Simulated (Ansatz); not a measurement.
# La under changes of volume

One of the cells (38.320 Å³/atom); the others are scaled copies at fixed shape and fractional positions:

```
La
1.0
    -2.12383    2.12383    2.12383
     2.12383   -2.12383    2.12383
     2.12383    2.12383   -2.12383
La
1
Direct
  0.00000 0.00000 0.00000
```

This isn't the form of La at room conditions, which is double hcp.

- Program: Ansatz 0.2.0
- Functional: PBE
- Potentials or basis: all-electron LAPW, scalar-relativistic
- Cutoff: 133 eV (chosen from the basis error)
- Basis error allowed: 0.0005 eV/atom
- k mesh: 9 × 9 × 9
- Occupations: fermi-dirac, width 0.05 eV
- Spin: no spin polarisation

```csv
volume (Å³/atom),energy over the lowest point (meV/atom),pressure (GPa)
36.020,4.34,1.1
36.787,0.80,0.5
37.553,0.00,0.0
38.320,?,?
39.086,5.68,-1.0
39.852,11.78,-1.4
40.619,19.82,-1.8
```

**Question.** What does the run at 38.320 Å³/atom give?

**Answer.** Energy over the lowest point 1.69 meV/atom; pressure -0.5 GPa.

Worked out: A Birch-Murnaghan fit of order 3 (a polynomial in V^(-2/3)) to the other rows has its minimum at 37.41 Å³/atom with B0 = V·E''(V) = 26 GPa and B' = 3.2. It gives 1.69 meV/atom at 38.320 Å³/atom, against the run's 1.69, and -dE/dV = -0.6 GPa, against -0.5.

Energies are extrapolated to zero smearing.
